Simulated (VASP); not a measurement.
Crystal: Si.

```
Si
1.0
     4.12095    0.00000    0.00000
    -2.06047    3.56885    0.00000
     0.00000    0.00000    2.65479
Si
2
Direct
  0.33333 0.66667 0.50000
  0.66667 0.33333 0.50000
```

The cell was built by a generator and needn't be a form met in nature.

```yaml
Program: VASP 6.6.1
Task: relaxation of cell and atoms
Functional: PBEsol0
Potentials_or_basis: VASP PAW PBE potentials, release 64 (Si)
Cutoff: 600 eV
k_mesh: 4 × 4 × 5
Occupations: fermi-dirac, width 0.05 eV
Spin: no spin polarisation
```

At the start: pressure -4.5 GPa; volume 19.52 Å³/atom.

Problem. Where does the relaxation end?

Solution. Over 8 steps the energy falls by 40.7 meV/atom and the volume is 18.48 Å³/atom (-5.4 %); space group P6/mmm (No. 191, to 0.05 Å).

Step by step:
```
step  energy change (eV)  largest force (eV/Å)  pressure (GPa)  volume (Å³)
   1              0.0000                0.0006           -4.45        39.04
   2             -0.0400                0.0004            2.84        35.98
   3             -0.0809                0.0000           -0.64        37.18
   4             -0.0809                0.0000           -0.56        37.15
   5             -0.0812                0.0001            0.45        36.77
   6             -0.0815                0.0000            0.07        36.92
   7             -0.0815                0.0000            0.05        36.92
   8             -0.0815                0.0000           -0.03        36.95
```

Final structure:
```
CELL_PARAMETERS angstrom
4.10714 0.00000 0.00000
-2.05356 3.55689 0.00000
0.00000 0.00000 2.52962
ATOMIC_POSITIONS crystal
Si 0.33333 0.66667 0.50000
Si 0.66667 0.33333 0.50000
```

Caveat: the k mesh is coarse (spacing up to 0.47 Å⁻¹), so the values aren't converged, least of all with exact exchange; the PAW data sets were made with another functional, which shifts forces and pressure a little.
